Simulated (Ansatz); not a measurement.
MnSb:

```xyz
4
Lattice="4.1500 0.0000 0.0000 -2.0750 3.5940 0.0000 0.0000 0.0000 5.7800" Properties=species:S:1:pos:R:3 pbc="T T T"
Sb    2.0750    1.1980    4.3350
Sb    0.0000    2.3960    1.4450
Mn    0.0000    0.0000    2.8900
Mn    0.0000    0.0000    0.0000
```

| Quantity | Value |
| --- | --- |
| Program | Ansatz 0.2.0 |
| Task | relaxation of cell and atoms |
| Functional | RPBE |
| Dispersion | D3(BJ) |
| Potentials or basis | Ansatz PAW |
| Cutoff | 420 eV (not typed: the program's choice for these potentials) |
| k mesh | 7 × 7 × 5 |
| Occupations | fermi-dirac, width 0.05 eV |
| Spin | collinear spin, ferromagnetic start |
| Starting moments | [0.0, 0.0, 4.0, 4.0] μB |

At the start: volume 21.55 Å³/atom.

Task: How do energy, volume and symmetry change on relaxing?

Result: It ends after 7 steps and the volume is 15.66 Å³/atom (-27.4 %); space group P6_3/mmc (No. 194, to 0.05 Å); moment 3.95 μB per cell.

Step by step:
```csv
step,energy change (eV),largest force (eV/Å),volume (Å³)
1,0.0000,0.0000,86.21
2,-1.1885,0.0000,74.99
3,-1.8388,0.0000,65.24
4,-1.8759,0.0000,62.45
5,-1.8781,0.0000,62.67
6,-1.8782,0.0000,62.62
7,-1.8684,0.0000,62.62
```

Final structure:
```
Sb Mn
1.0
     3.76681    0.00000    0.00000
    -1.88340    3.26215    0.00000
     0.00000    0.00000    5.09623
Sb Mn
2 2
Direct
  0.66667 0.33333 0.75000
  0.33333 0.66667 0.25000
  0.00000 0.00000 0.50000
  0.00000 0.00000 0.00000
```

Caveat: the volume moved by over 15 % at a fixed basis, so the end points are rough; the plane-wave basis is chosen anew once the cell has moved, so the energies of steps on either side of that aren't comparable; the volume moved by -27 % from the deposited cell, more than functionals usually miss; only a ferromagnetic start was run, and an antiferromagnetic order may lie lower in energy; the PAW data sets come from PBE, with cores solved anew for the run's functional, which leaves a small shift of forces and pressure.
